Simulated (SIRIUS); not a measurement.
## Ta: equation of state with WC

**Measured values to compare with.**

From “Pressure effects on the electronic structure and superconductivity of (TaNb)0.67(HfZrTi)0.33 high entropy alloy”, 2019, arxiv:1910.08312, for a bulk crystal of Ta: bulk modulus 194 GPa.

Ta:

```xyz
1
Lattice="-1.6513 1.6513 1.6513 1.6513 -1.6513 1.6513 1.6513 1.6513 -1.6513" Properties=species:S:1:pos:R:3 pbc="T T T"
Ta    0.0000    0.0000    0.0000
```

* Program: SIRIUS 7.12.0
* Task: equation of state
* Functional: WC
* Potentials or basis: all-electron FP-LAPW
* Cutoff: 170 eV
* Basis: apw+lo standard
* k mesh: 11 × 11 × 11
* Occupations: fermi-dirac, width 0.05 eV
* Spin: no spin polarisation

```yaml
Equilibrium_volume: 17.70 Å³/atom
Bulk_modulus: 211 GPa
Pressure_derivative_of_the_bulk_modulus: "4.4 (rough: it moves with the points fitted)"
```

Energy against volume, from the lowest point:
```tsv
volume (Å³/atom)	energy (meV/atom)
16.930	23.61
17.290	6.34
17.650	0.00
18.010	3.27
18.371	15.52
18.731	35.69
19.091	62.67
```

All runs of the series together: 4.8 min on 1 thread of Arm Neoverse V1, on a shared host.

A measured bulk modulus of Ta is 194 GPa (quoted in “Pressure effects on the electronic structure and superconductivity of (TaNb)0.67(HfZrTi)0.33 high entropy alloy”, 2019, arxiv:1910.08312); the calculated 211 GPa misses it by +8.6 %. The fit is for a static lattice scaled at fixed shape and fixed fractional positions.

The run has no spin-orbit coupling, so splittings on Ta are missing.
